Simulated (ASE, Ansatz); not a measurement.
## P6_3/mmc (COD entry) MoS2, displaced supercell (54 atoms): a reference run and its variants

The cell holds 54 atoms: 18 Mo and 36 S. Cell: a = 9.507 Å, b = 9.507 Å, c = 12.324 Å, α = 90.0°, β = 90.0°, γ = 120.0°. It derives from MoS2 (P6_3/mmc, COD entry), repeated 3×3×1. P6_3/mmc (COD entry) MoS2 (cell 3.169, 3.169, 12.32, 90, 90, 120), 3 x 3 x 1 conventional cells; every coordinate displaced by a Gaussian of 0.05 Å.

Geometry: as built.

Reference run: Kohn-Sham DFT, PBE, PAW (set soft_2), plane waves (Ansatz 0.2.0), cutoff 420 eV, k-mesh 2×2×1, gaussian smearing of 0.05 eV.

- r.m.s. force component: 1.108 eV/Å
- pressure: 4.608 GPa
- gap (highest filled to lowest empty level): 0.785 eV
- SCF cycles: 11
- time: 48 s on 4 threads of Arm Neoverse V2, shared host

Variants, in no order:
A. support functions medium, spacing 0.321 Å (grid laid 0.317 Å)
B. support functions medium, spacing 0.37 Å (grid laid 0.342 Å)
C. support functions medium, spacing 0.444 Å (grid laid 0.411 Å)
D. support functions medium, spacing 0.284 Å (grid laid 0.264 Å)
E. support functions medium

The database entry behind the starting cell differs from later determinations by our own check (about 0.3 % long), so it need not match the best structure at ambient conditions.

**Question.** Rank the variants by how far their forces lie from the reference's, least first.

E, D, A, B, C.

| variant | Δ force, r.m.s. (meV/Å) | share of r.m.s. force (%) |
| --- | --- | --- |
| E. support functions medium | 0.884 | 0.0797 |
| D. support functions medium, spacing 0.284 Å (grid laid 0.264 Å) | 1.41 | 0.128 |
| A. support functions medium, spacing 0.321 Å (grid laid 0.317 Å) | 5.73 | 0.517 |
| B. support functions medium, spacing 0.37 Å (grid laid 0.342 Å) | 21.6 | 1.95 |
| C. support functions medium, spacing 0.444 Å (grid laid 0.411 Å) | 114 | 10.3 |

The main run has no spin polarisation, so moments on Mo can't form in it, and no Hubbard term.

[Hosts, paths, dates, database ids (printed as entryN), source tags and the programs' standing remarks are cut or masked in the printed files.]
